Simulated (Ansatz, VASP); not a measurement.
# One calculation of Sb, two programs

The input INCAR:

```
SYSTEM = Sb
ALGO     = Normal         ! electronic algorithm
EDIFF    = 1E-7           ! SCF threshold, eV
ENCUT    = 520            ! plane-wave cutoff, eV
GGA      = PE             ! functional
ISIF     = 2              ! what is computed and relaxed
ISMEAR   = -1             ! smearing method
LASPH    = .TRUE.         ! aspherical terms in the spheres
LCHARG   = .FALSE.        ! write CHGCAR
LREAL    = .FALSE.        ! projectors in reciprocal space
LWAVE    = .FALSE.        ! write WAVECAR
NBANDS   = 8              ! bands
NELM     = 80             ! most SCF steps
PREC     = Accurate       ! precision mode
SIGMA    = 0.05           ! smearing width, eV
```

KPOINTS

```
k-points
0
G
  10 10 10
  0 0 0
```

Contents of POSCAR:

```
Sb
1.0
    0.0000000000      2.4177492801      2.4177492801
    2.4177492801      0.0000000000      2.4177492801
    2.4177492801      2.4177492801      0.0000000000
Sb
1
Direct
    0.0000000000      0.0000000000      0.0000000000
```

input.yaml

```yaml
crystal:
  lattice:
    - [0.0, 2.4177492801, 2.4177492801]
    - [2.4177492801, 0.0, 2.4177492801]
    - [2.4177492801, 2.4177492801, 0.0]
  atoms:
    - { symbol: Sb, position: [0.0, 0.0, 0.0] }
hamiltonian:
  xc: pbe
  pseudopotentials: { kind: paw, azcp: { folder: soft_1 } }
kpoints:
  mp_grid: { grid: [10, 10, 10] }
scf:
  occupations: { method: fermi_dirac, width: 0.05 }
output:
  forces: true
  stress: true
  eigenvalues: true
```

This isn't the form of Sb at room conditions, which is rhombohedral.

Alike in both runs: task single point; functional PBE; k mesh 10 × 10 × 10; occupations fermi-dirac, width 0.05 eV; no spin polarisation.

|  | VASP | Ansatz |
| --- | --- | --- |
| version | VASP 6.6.1 | Ansatz 0.2.0 |
| potentials or method | VASP PAW PBE potentials, release 64 (Sb) | Ansatz PAW soft_1 |
| plane-wave cutoff (eV) | 520 | 420 |
| valence electrons in the cell | 5 | 15 |

VASP gave:

| Quantity | Value |
| --- | --- |
| gap on the k mesh at the Fermi level (eV) | none |
| pressure (GPa) | -1.7 |

**Question.** Which values does Ansatz return?

**Answer.** gap on the k mesh at the Fermi level (eV): none; pressure (GPa): -1.6.

A gap of «none» marks a metal or a gap that the smearing closes. The functional is the same, so the differences come from potentials, cutoffs and numerics. The two sets of potentials don't hold the same shells in valence.

The runs have no spin-orbit coupling, so splittings on Sb are missing.
